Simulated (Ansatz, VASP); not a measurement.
# One calculation of Sb, two programs

```
Sb
1.0
    -1.91168    1.89860    1.91097
     1.86645   -1.92422    1.89137
     1.82583    1.83838   -1.93660
Sb
1
Direct
  0.00668 0.00212 0.01774
```

Change from the starting cell: cell strained at random at fixed volume.

Alike in both runs: task single point; functional PBEsol; k mesh 10 × 10 × 10; occupations fermi-dirac, width 0.05 eV; no spin polarisation.

|  | VASP | Ansatz |
| --- | --- | --- |
| version | VASP 6.6.1 | Ansatz 0.2.0 |
| potentials or method | VASP PAW PBE potentials, release 64 (Sb) | Ansatz PAW |
| plane-wave cutoff (eV) | 520 | 420 |
| valence electrons in the cell | 5 | 15 |

```tsv
	VASP	Ansatz	Ansatz less VASP
gap on the k mesh at the Fermi level (eV)	none	none	-
pressure (GPa)	-0.2	-0.2	0.00
largest component of the traceless stress (GPa)	0.99	0.99	+0.002
```

A gap of «none» marks a metal or a gap that the smearing closes. The two sets of potentials don't hold the same shells in valence.

Caveats: the PAW data sets were made with another functional, which shifts forces and pressure a little (VASP); the PAW data sets come from PBE, with cores solved anew for the run's functional, which leaves a small shift of forces and pressure (Ansatz). The runs have no spin-orbit coupling, so splittings on Sb are missing.
